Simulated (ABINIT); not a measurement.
Planning a run of ABINIT 10.8.3 on CdS (Hawleyite). The input:

```
acell 3*1.0 Angstrom
rprim 
  -0.000000000000 2.916500000000 2.916500000000
  2.916500000000 -0.000000000000 2.916500000000
  2.916500000000 2.916500000000 -0.000000000000
ntypat 2
znucl 48 16
natom 2
typat 1 2
xred 
  0.000000000000 0.000000000000 0.000000000000
  0.250000000000 0.250000000000 0.250000000000
pp_dirpath "pseudos"
pseudos "Cd.upf, S.upf"
ecut 47
ngkpt 4 4 4
nshiftk 1
shiftk 0 0 0
kptopt 1
chksymbreak 0
iscf -2
irdden 1
istwfk *1
nband 239
nbdbuf 20
tolwfr 1e-09
nstep 60
prtvol 0
indata_prefix "in"
outdata_prefix "out"
tmpdata_prefix "tmp"
```

```sh
OMP_NUM_THREADS=1 mpirun -n 4 abinit run.abi > log
```

How long will it take on 4 MPI ranks of Arm Neoverse V1, shared host, and how much memory?

It took 2.7 min; on shared hardware allow 80 s to 5.3 min. Peak host memory was 0.49 GiB.

[Paths, hosts, dates, memory and timing lines, banners, echoed tables and standing remarks are left out of the program output.]

[Logs are printed without paths, hosts, clocks, repeated set-up lines and the standing remarks that a program may print on its own settings, such as how far it seeks lower states.]

[Runs of the session that timed out or met a known fault of the program may be left out.]

[Hosts, paths, dates, database ids (printed as entryN), source tags and the programs' standing remarks are cut or masked in the printed files.]

[G0W0 gaps are taken among the corrected bands and points alone; a level outside them can change the order at an edge.]

[Where Ansatz stands beside ABINIT at settings called matched, ABINIT's density can come from a denser mesh and the files from another edition; pairs whose starting gaps differed by over 0.03 eV were left out, so agreement reads better than it is.]
